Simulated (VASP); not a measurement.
Calculation: LDA (Ceperley-Alder, Perdew-Zunger), VASP's LDA PAW potentials (set 64) (plane waves; VASP).

A VASP calculation is set up with these files.

File KPOINTS:
```
Automatic mesh
0
G
 9 9 9
```

### INCAR
```
! general
SYSTEM =BaF2
PREC   =Accurate
ENCUT  =400
LREAL  =F
LASPH  =T

! electronic loop
EDIFF  =1E-6
NELM   =100
ALGO   =Normal
LMAXMIX=4

! smearing
ISMEAR =0
SIGMA  =0.01

! ions
ISIF   =2

! output
LWAVE  =F
LCHARG =F
```

POSCAR:
```
BaF2
4.3573530
  0.0000000000   0.7071068146   0.7071068146
  0.7071068146   0.0000000000   0.7071068146
  0.7071068146   0.7071068146   0.0000000000
Ba F
1 2
direct
  0.0000000000   0.0000000000   0.0000000000
  0.2500000000   0.2500000000   0.2500000000
  0.7500000000   0.7500000000   0.7500000000
```

POTCAR, in this order: Ba_sv F (LDA.64 set). Program: vasp_std.

Output

OSZICAR:
```
       N       E                     dE             d eps       ncg     rms          rms(c)
DAV:   1     0.131581785088E+03    0.13158E+03   -0.11611E+04  1120   0.114E+03
DAV:   2    -0.154313086678E+02   -0.14701E+03   -0.14334E+03  1424   0.265E+02
DAV:   3    -0.202267545055E+02   -0.47954E+01   -0.47907E+01  1528   0.557E+01
DAV:   4    -0.203017722819E+02   -0.75018E-01   -0.75013E-01  1488   0.556E+00
DAV:   5    -0.203044963649E+02   -0.27241E-02   -0.27241E-02  1600   0.696E-01    0.815E+00
DAV:   6    -0.187399036345E+02    0.15646E+01   -0.82823E+00  1120   0.223E+01    0.456E+00
DAV:   7    -0.186802311855E+02    0.59672E-01   -0.29834E-01  1432   0.480E+00    0.229E+00
DAV:   8    -0.186456630554E+02    0.34568E-01   -0.46584E-02  1344   0.237E+00    0.254E-01
DAV:   9    -0.186472097100E+02   -0.15467E-02   -0.99453E-03  1504   0.605E-01    0.135E-01
DAV:  10    -0.186479159142E+02   -0.70620E-03   -0.21130E-03  1160   0.331E-01    0.417E-02
DAV:  11    -0.186478813359E+02    0.34578E-04   -0.28129E-04  1432   0.121E-01    0.116E-02
DAV:  12    -0.186478881019E+02   -0.67659E-05   -0.32951E-05  1160   0.406E-02    0.103E-02
DAV:  13    -0.186478852249E+02    0.28770E-05   -0.14870E-05  1512   0.255E-02    0.176E-03
DAV:  14    -0.186478852312E+02   -0.63342E-08   -0.21845E-07   672   0.421E-03
   1 F= -.18647885E+02 E0= -.18647885E+02  d E =-.165766E-18
```

OUTCAR:
```
------------------------ aborting loop because EDIFF is reached ----------------------------------------
  FORCE on cell =-STRESS in cart. coord.  units (eV):
  Direction    XX          YY          ZZ          XY          YZ          ZX
  --------------------------------------------------------------------------------------
  Total       -3.0581558     -3.0581558     -3.0581558      0.0000000     -0.0000000      0.0000000
  in kB      -83.7561864    -83.7561864    -83.7561864      0.0000000     -0.0000000      0.0000000
  external PRESSURE =     -83.7561864 kB  Pullay stress =       0.0000000 kB
  volume of cell :       58.50
      direct lattice vectors                 reciprocal lattice vectors
     0.000000000  3.081114000  3.081114000    -0.162278968  0.162278968  0.162278968
     3.081114000  0.000000000  3.081114000     0.162278968 -0.162278968  0.162278968
     3.081114000  3.081114000  0.000000000     0.162278968  0.162278968 -0.162278968
 POSITION                                       TOTAL-FORCE (eV/Angst)
 -----------------------------------------------------------------------------------
      0.00000      0.00000      0.00000         0.000000      0.000000      0.000000
      1.54056      1.54056      1.54056        -0.000000     -0.000000     -0.000000
      4.62167      4.62167      4.62167         0.000000      0.000000     -0.000000
 -----------------------------------------------------------------------------------
    total drift:                                0.000000      0.000000      0.000000
  FREE ENERGIE OF THE ION-ELECTRON SYSTEM (eV)
  ---------------------------------------------------
  free  energy   TOTEN  =       -18.6478852312 eV

  energy  without entropy=      -18.6478852312  energy(sigma->0) =      -18.64788523
```
(Selected blocks of OUTCAR.)

### OUTCAR
```
 val. band max:       -2.4066449225   @ k =  -0.2222   0.2222   0.0000

 cond. band min:       4.0768723397   @ k =   0.0000   0.0000   0.0000


 Fermi energy:        -2.3483702223

 k-point     1 :       0.0000    0.0000    0.0000
  band No.  band energies     occupation
      1     -25.2651      2.00000
      2     -20.9345      2.00000
      3     -20.8681      2.00000
      4     -10.1055      2.00000
      5     -10.1055      2.00000
      6     -10.1055      2.00000
      7      -4.0232      2.00000
      8      -4.0232      2.00000
      9      -4.0232      2.00000
     10      -2.5034      2.00000
     11      -2.5034      2.00000
     12      -2.5034      2.00000
     13       4.0769      0.00000
     14       6.7497      0.00000
     15       6.7497      0.00000
     16       9.0790      0.00000

 k-point     2 :       0.1111    0.0000    0.0000
  band No.  band energies     occupation
      1     -25.2391      2.00000
      2     -20.9427      2.00000
      3     -20.9010      2.00000
      4     -10.1319      2.00000
      5     -10.1282      2.00000
      6     -10.1282      2.00000
      7      -3.9636      2.00000
      8      -3.9636      2.00000
      9      -3.8731      2.00000
     10      -2.6001      2.00000
     11      -2.5199      2.00000
     12      -2.5199      2.00000
     13       4.3688      0.00000
     14       6.7399      0.00000
     15       6.7399      0.00000
     16       8.9305      0.00000

 k-point     3 :       0.2222    0.0000    0.0000
  band No.  band energies     occupation
      1     -25.1713      2.00000
      2     -21.0101      2.00000
      3     -20.9599      2.00000
      4     -10.1923      2.00000
      5     -10.1842      2.00000
      6     -10.1842      2.00000
      7      -3.8244      2.00000
      8      -3.8244      2.00000
      9      -3.5135      2.00000
     10      -2.8156      2.00000
     11      -2.5592      2.00000
     12      -2.5591      2.00000
     13       5.0752      0.00000
...
```

At this cut-off the stress carries a Pulay error, which pulls relaxed volumes low. Unless said otherwise, spin-orbit coupling is left out, though it shifts the bands of the heavy elements here.

The structure comes from a computed database's BaF2 entry; how it stands against other phases isn't given here. The cell was not relaxed at this level.
